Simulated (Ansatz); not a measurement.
Runs of Ansatz 0.2.0 on SiNi. It takes space group P2_13 (No. 198, cubic). Conventional cell: a = 4.504 Å, b = 4.504 Å, c = 4.504 Å, α = 90.00°, β = 90.00°, γ = 90.00°. Ni (site symmetry 3) has 7 Si at 2.36 to 2.44 Å as nearest neighbours. Around Si (site symmetry 3) lie 7 Ni at 2.36 to 2.44 Å. The cell is a database's computed one.

```tsv
spin	fixed moment (μB)	pressure (GPa)	moment (μB)	largest force (eV/Å)
collinear, ferromagnetic start	5.0	5.5	5.00	0.19
collinear, ferromagnetic start	8.0	16.7	8.00	0.23
collinear, ferromagnetic start	3.0	-0.5	3.00	(a)
collinear, ferromagnetic start	1.0	-4.1	1.00	0.04
collinear, program default start	0.0	-4.6	0.00	0.04
collinear, ferromagnetic start	4.0	2.2	4.00	0.15
collinear, ferromagnetic start	6.0	9.1	6.00	0.22
collinear, ferromagnetic start	2.0	(b)	2.00	0.05
```

Alike in all rows: task single point; level PBEsol; potentials or basis Ansatz PAW; cell as given; k mesh 5 × 5 × 5; cutoff (eV) 420; smearing fermi-dirac 0.05 eV.

Q: Fill in the values left out.

A: (a) 0.09; (b) -2.6.

Caveats: the total moment is fixed, so each spin has its own Fermi level; the PAW data sets come from PBE, with cores solved anew for the run's functional, which leaves a small shift of forces and pressure; the thresholds are loose for stress.
